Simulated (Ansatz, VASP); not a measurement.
Two plane-wave programs on NaF (Villiaumite)

```
Na F
1.0
     0.00000    2.28213    2.28213
     2.28213    0.00000    2.28213
     2.28213    2.28213    0.00000
Na F
1 1
Cartesian
  0.0000 0.0000 0.0000
  2.2821 2.2821 2.2821
```

Alike in both runs: functional r2SCAN; k mesh 10 × 10 × 10; occupations fermi-dirac, width 0.02 eV; no spin polarisation.

Ansatz relaxed the structure, and its values are those at the end. VASP's run is a single point on that final structure, the one shown.

|  | VASP | Ansatz |
| --- | --- | --- |
| version | VASP 6.6.1 | Ansatz 0.2.0 |
| potentials or method | VASP PAW PBE potentials, release 64 (Na_pv, F) | PAW plane waves |
| plane-wave cutoff (eV) | 520 | 500 |
| valence electrons in the cell | 14 | 16 |

|  | VASP | Ansatz | Ansatz less VASP |
| --- | --- | --- | --- |
| gap on the k mesh at the Fermi level (eV) | 7.44 | 7.40 | -0.038 |
| pressure (GPa) | 0.3 | 1.2 | +0.88 |

The two sets of potentials don't hold the same shells in valence. Ansatz warned: «stress_scf_threshold_loose».

Caveats: the PAW data sets were made with another functional, which shifts forces and pressure a little (VASP). r2SCAN opens gaps a little over a GGA but as a rule still falls short of measured ones. A k mesh can miss the band edges.
